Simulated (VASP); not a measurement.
# LiF in VASP: a series of runs, part 2 of 2

VASP 6.6.1.

## (3) Single point, PBEsol

This run uses another cell than the first one, of 43.31 Å³/atom, 1.076 times its volume.

INCAR

```
SYSTEM = LiF
  ALGO = Fast
  EDIFF = 1E-7
  ENCUT = 520
  GGA = PS
  ISIF = 2
  ISMEAR = 0
  LASPH = .True.
  LCHARG = .True.
  LELF = .True.
  LREAL = Auto
  LVHAR = .True.
  LWAVE = .False.
  NBANDS = 54
  NELM = 100
  PREC = Accurate
  SIGMA = 0.05
```

KPOINTS

```
k-points
0
Gamma
  1 1 8
  0 0 0
```

POSCAR

```
LiF
1.0
   13.0000000000      0.0000000000      0.0000000000
    0.0000000000     13.3000000000      0.0000000000
    0.0000000000      0.0000000000      4.0078955364
Li F
8 8
Direct
    0.5000000000      0.5000000000      0.0000000000
    0.5000000000      0.3493272355      0.5000000000
    0.5000000000      0.6506727645      0.5000000000
    0.3458501717      0.5000000000      0.5000000000
    0.6541498283      0.5000000000      0.5000000000
    0.3458501717      0.3493272355      0.0000000000
    0.3458501717      0.6506727645      0.0000000000
    0.6541498283      0.3493272355      0.0000000000
    0.3458501717      0.5000000000      0.0000000000
    0.6541498283      0.5000000000      0.0000000000
    0.3458501717      0.3493272355      0.5000000000
    0.3458501717      0.6506727645      0.5000000000
    0.6541498283      0.3493272355      0.5000000000
    0.5000000000      0.5000000000      0.5000000000
    0.5000000000      0.3493272355      0.0000000000
    0.5000000000      0.6506727645      0.0000000000
```

Potentials or basis: VASP PAW PBE potentials, release 64 (Li_sv, F).

The run is started by

```bash
> cat potpaw_PBE.64/Li_sv/POTCAR potpaw_PBE.64/F/POTCAR > POTCAR
> mpirun -np 1 vasp_std > vasp.out
```

OUTCAR:

```text
SYSTEM = LiF
   EDIFF = 1E-7
   ENCUT = 520
   GGA = PS
   ISIF = 2
   ISMEAR = 0
   LASPH = .True.
   LREAL = Auto
   NELM = 100
   PREC = Accurate

 ion  position               nearest neighbor table
   1  0.500  0.500  0.000-  15 2.00  16 2.00   9 2.00  10 2.00  14 2.00  14 2.00
   2  0.500  0.349  0.500-  14 2.00  13 2.00  11 2.00  15 2.00  15 2.00
   3  0.500  0.651  0.500-  14 2.00  12 2.00  16 2.00  16 2.00
   4  0.346  0.500  0.500-  11 2.00  12 2.00  14 2.00   9 2.00   9 2.00
   5  0.654  0.500  0.500-  13 2.00  14 2.00  10 2.00  10 2.00
   6  0.346  0.349  0.000-   9 2.00  15 2.00  11 2.00  11 2.00
   7  0.346  0.651  0.000-   9 2.00  16 2.00  12 2.00  12 2.00
   8  0.654  0.349  0.000-  10 2.00  15 2.00  13 2.00  13 2.00
   9  0.346  0.500  0.000-   6 2.00   7 2.00   1 2.00   4 2.00   4 2.00
  10  0.654  0.500  0.000-   8 2.00   1 2.00   5 2.00   5 2.00
  11  0.346  0.349  0.500-   4 2.00   2 2.00   6 2.00   6 2.00
  12  0.346  0.651  0.500-   4 2.00   3 2.00   7 2.00   7 2.00
  13  0.654  0.349  0.500-   5 2.00   2 2.00   8 2.00   8 2.00
  14  0.500  0.500  0.500-   2 2.00   3 2.00   4 2.00   5 2.00   1 2.00   1 2.00
  15  0.500  0.349  0.000-   1 2.00   6 2.00   8 2.00   2 2.00   2 2.00
  16  0.500  0.651  0.000-   1 2.00   7 2.00   3 2.00   3 2.00

  LATTYP: Found a simple orthorhombic cell.
 ALAT       =     4.0078955364
 B/A-ratio  =     3.2435975144
 C/A-ratio  =     3.3184497648

  Lattice vectors:

 A1 = (   0.0000000000,   0.0000000000,   4.0078955364)
 A2 = (  13.0000000000,   0.0000000000,   0.0000000000)
 A3 = (   0.0000000000,  13.3000000000,   0.0000000000)

Analysis of symmetry for initial positions (statically):
=====================================================================
 Subroutine PRICEL returns:
 Original cell was already a primitive cell.

 Routine SETGRP: Setting up the symmetry group for a
 simple orthorhombic supercell.

 Subroutine GETGRP returns: Found  2 space group operations
 (whereof  2 operations were pure point group operations)
 out of a pool of  8 trial point group operations.

The static configuration has the point symmetry C_1h.

[... 148 lines left out ...]
   IVDW    =     0    specifies the selected vdW correction
   LEPSILON=     F    determine dielectric tensor
   LRPA    =     F    only Hartree local field effects (RPA)
 non-spin polarized calculation
 RMM-DIIS sequential band-by-band and
 Gauss-broadening in eV      SIGMA  =   0.05
  energy-cutoff  :      520.00
  volume of cell :      692.97
 maximum number of plane-waves:     18723
 NGX is ok and might be reduce to    98
   NGX = 49   NGY = 49   NGZ = 15

 number of electron      79.9999833 magnetization

 Free energy of the ion-electron system (eV)
  ---------------------------------------------------
  ext. energy  EPLUGINS =         0.00000000
  ---------------------------------------------------
  free energy    TOTEN  =       -75.76256502 eV

  energy without entropy =      -75.76256502  energy(sigma->0) =      -75.76256502

 E-fermi :  -5.4792     XC(G=0):  -2.7557

 val. band max:       -5.7866592758   @ k =   0.0000   0.0000   0.0000
 cond. band min:       0.2177295685   @ k =   0.0000   0.0000   0.0000
 fundamental gap:      6.0043888443
 Fermi energy:        -5.4792479514

 k-point     1 :       0.0000    0.0000    0.0000
  band No.  band energies     occupation
      1     -47.1454      2.00000
      2     -47.1367      2.00000
      3     -47.1268      2.00000
      4     -47.0229      2.00000
      5     -47.0227      2.00000
      6     -46.4637      2.00000
[... 264 lines left out ...]
     51       4.0783      0.00000
     52       4.1312      0.00000
 [bands above 52 left out]

------------------------ aborting loop because EDIFF is reached ----------------------------------------

  FORCE on cell =-STRESS in cart. coord.  units (eV):
  Direction    XX          YY          ZZ          XY          YZ          ZX
  --------------------------------------------------------------------------------------
  -------------------------------------------------------------------------------------
  Total       -2.9152784     -2.9153062    -11.3646598     -0.7620497      0.0000000      0.0000000
  in kB       -6.7403001     -6.7403644    -26.2757811     -1.7619050      0.0000000      0.0000000
  external PRESSURE =     -13.2521485 kB  Pullay stress =       0.0000000 kB

 VOLUME and BASIS-vectors are now :
 -----------------------------------------------------------------------------
  energy-cutoff  :      520.00
  volume of cell :      692.97
      direct lattice vectors                 reciprocal lattice vectors
    13.000000000  0.000000000  0.000000000     0.076923077  0.000000000  0.000000000
     0.000000000 13.300000000  0.000000000     0.000000000  0.075187970  0.000000000
     0.000000000  0.000000000  4.007895536     0.000000000  0.000000000  0.249507501

 POSITION                                       TOTAL-FORCE (eV/Angst)
 -----------------------------------------------------------------------------------
      6.50000      6.65000      0.00000         0.154322      0.154220      0.000000
      6.50000      4.64605      2.00395         0.014248      0.266871      0.000000
      6.50000      8.65395      2.00395        -0.703842     -0.290855      0.000000
      4.49605      6.65000      2.00395         0.266348      0.014145      0.000000
      8.50395      6.65000      2.00395        -0.289932     -0.702683      0.000000
      4.49605      4.64605      0.00000         0.467285      0.468437      0.000000
[... 8 lines left out ...]
      6.50000      4.64605      0.00000        -0.035742     -0.334327      0.000000
      6.50000      8.65395      0.00000        -0.175497      0.309156      0.000000
 -----------------------------------------------------------------------------------
    total drift:                               -0.004531     -0.002859      0.000008

  FREE ENERGIE OF THE ION-ELECTRON SYSTEM (eV)
  ---------------------------------------------------
  free  energy   TOTEN  =       -75.7625650236 eV

  energy  without entropy=      -75.7625650236  energy(sigma->0) =      -75.76256502
```

OSZICAR:

```text
N       E                     dE             d eps       ncg     rms          rms(c)
DAV:   1     0.877169621716E+03    0.87717E+03   -0.34123E+04   628   0.126E+03
DAV:   2     0.774722574773E+02   -0.79970E+03   -0.76019E+03   724   0.350E+02
DAV:   3    -0.708344595994E+02   -0.14831E+03   -0.14774E+03   728   0.147E+02
[... 25 lines left out ...]
RMM:  29    -0.757625645411E+02   -0.43213E-06   -0.51588E-06   754   0.658E-03    0.129E-03
RMM:  30    -0.757625647695E+02   -0.22838E-06   -0.30315E-06   684   0.570E-03    0.163E-03
RMM:  31    -0.757625649361E+02   -0.16654E-06   -0.24624E-06   752   0.545E-03    0.214E-03
RMM:  32    -0.757625649990E+02   -0.62944E-07   -0.13196E-06   678   0.478E-03    0.247E-03
RMM:  33    -0.757625650236E+02   -0.24583E-07   -0.77894E-07   618   0.448E-03
   1 F= -.75762565E+02 E0= -.75762565E+02  d E =-.152297E-18
```

stdout:

```text
[... 30 lines left out ...]
```

Wall time 8.9 min (1 thread of Intel Xeon Platinum 8488C (Sapphire Rapids), shared host); peak memory 0.66 GiB.

What came out:

```
Free energy            : -75.7626 eV
Largest force          : 0.762 eV/Å
Band gap on the k mesh : 6.00 eV, direct
```

Forces on the atoms (eV/Å):
```
Li   0.154  0.154  0.000
Li   0.014  0.267  0.000
Li  -0.704 -0.291  0.000
Li   0.266  0.014  0.000
Li  -0.290 -0.703  0.000
Li   0.467  0.468  0.000
Li   0.536 -0.455  0.000
Li  -0.454  0.537  0.000
F   -0.334 -0.036  0.000
F    0.309 -0.176  0.000
F   -0.063 -0.064  0.000
F   -0.048  0.064  0.000
F    0.064 -0.049  0.000
F    0.293  0.293  0.000
F   -0.036 -0.334  0.000
F   -0.175  0.309  0.000
```

Caveat: the cutoff is under 1.25 times the usual one of these potentials, so pressure, stress and relaxed cells hold a basis-set (Pulay) error; the PAW data sets were made with another functional, which shifts forces and pressure a little. As with any semilocal functional, this PBEsol gap is likely too small.
